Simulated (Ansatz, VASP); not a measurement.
## Cr: VASP beside Ansatz

```
Cr
1.0
     2.47121    0.00000    0.00000
    -1.23561    2.14013    0.00000
     0.00000    0.00000    8.66751
Cr
4
Direct
  0.00000 0.00000 0.00000
  0.00000 0.00000 0.50000
  0.33333 0.66667 0.75000
  0.66667 0.33333 0.25000
```

Alike in both runs: functional PBEsol; k mesh 9 × 9 × 2; occupations gaussian, width 0.1 eV; collinear spin.

Ansatz relaxed the structure, and its values are those at the end. VASP's run is a single point on that final structure, the one shown.

```csv
,VASP,Ansatz
version,VASP 6.6.1,Ansatz 0.2.0
potentials or method,"VASP PAW PBE potentials, release 64 (Cr_pv)","scalar-relativistic, plane waves, PAW"
plane-wave cutoff (eV),520,420
valence electrons in the cell,48,56
```

Ansatz gave:

- gap on the k mesh at the Fermi level (eV): none
- pressure (GPa): 0.1
- net moment per atom (μB): 0.00

Q: What did VASP give for the same quantities?

A: gap on the k mesh at the Fermi level (eV): none; pressure (GPa): -0.5; net moment per atom (μB): 0.00.

A gap of «none» marks a metal or a gap that the smearing closes. The two sets of potentials don't hold the same shells in valence. Ansatz warned: «seeded_moment_not_kept».

Caveats: the k mesh is coarse (spacing up to 0.36 Å⁻¹), so the values aren't converged; the PAW data sets were made with another functional, which shifts forces and pressure a little (VASP).
